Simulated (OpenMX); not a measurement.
Runs of OpenMX 3.8.5 on PbS. The structure is trigonal, space group R3m (No. 160). Conventional cell: a = 4.225 Å, b = 4.225 Å, c = 10.356 Å, α = 90.00°, β = 90.00°, γ = 120.00°. Pb (site symmetry 3m) has 6 S at 2.96 to 3.02 Å as nearest neighbours. S (site symmetry 3m) is surrounded by 6 Pb at 2.96 to 3.02 Å. The cell is a database's computed one.

```csv
level,pressure (GPa),largest force (eV/Å)
PBE+D4,-0.4,0.02
PBE+D3(BJ),-0.6,0.03
PBE+D3,(a),0.02
PBE,1.5,0.03
```

Alike in all rows: task single point; potentials or basis OpenMX 2013 PBE set, Pb8.0-s3p2d2f1, S7.0-s2p2d1f1, grid cutoff 500 Ry; no spin polarisation; cell as given; k mesh 7 × 7 × 7; smearing fermi-dirac 0.05 eV.

Task: Fill in the values left out.

Result: (a) 0.5.

Caveats: the basis of atomic orbitals isn't converged, which shifts pressures, moduli and gaps.
